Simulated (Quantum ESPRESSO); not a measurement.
# CoO in Quantum ESPRESSO: the effect of magnetic state

The system is CoO.

```
CELL_PARAMETERS angstrom
2.57053 0.00000 0.00000
0.00000 2.57053 0.00000
0.00000 0.00000 2.57053
ATOMIC_POSITIONS crystal
Co 0.00000 0.00000 0.00000
O 0.50000 0.50000 0.50000
```

Measurements of this composition are mostly on another form, of space group No. 225.

Alike in all runs:

- Program: Quantum ESPRESSO 7.5
- Task: single point
- Functional: PBEsol
- Potentials or basis: PseudoDojo 0.4.1 SR PBEsol standard
- Cutoff: 1306 eV
- Density cutoff: 5225 eV
- k mesh: 7 × 7 × 7
- Occupations: gaussian, width 0.05 eV
- Hubbard terms: Co d U = 2 eV

| magnetic state | spin | starting moments | fixed moment | pressure (GPa) |
| --- | --- | --- | --- | --- |
| nm | no spin polarisation | - | - | -17.3 |
| nm_spin | collinear spin, zero start | [0.0, 0.0] μB | 0 μB | -17.3 |
| fm | collinear spin, ferromagnetic start | [3.0, 0.0] μB | - | ? |

Problem. What does the run with magnetic state fm give?

Solution. Pressure 9.9 GPa.

Caveats: an odd number of electrons without spin polarisation forces a metal (some runs); a magnetic or distorted state may lie lower (some runs); U without spin polarisation on a metal has little footing (some runs); the total moment is fixed, so each spin has its own Fermi level (some runs); a cell with one magnetic atom can't hold antiferromagnetic order, which such compounds often take (some runs).

Runs at the PBE level aren't shown here.
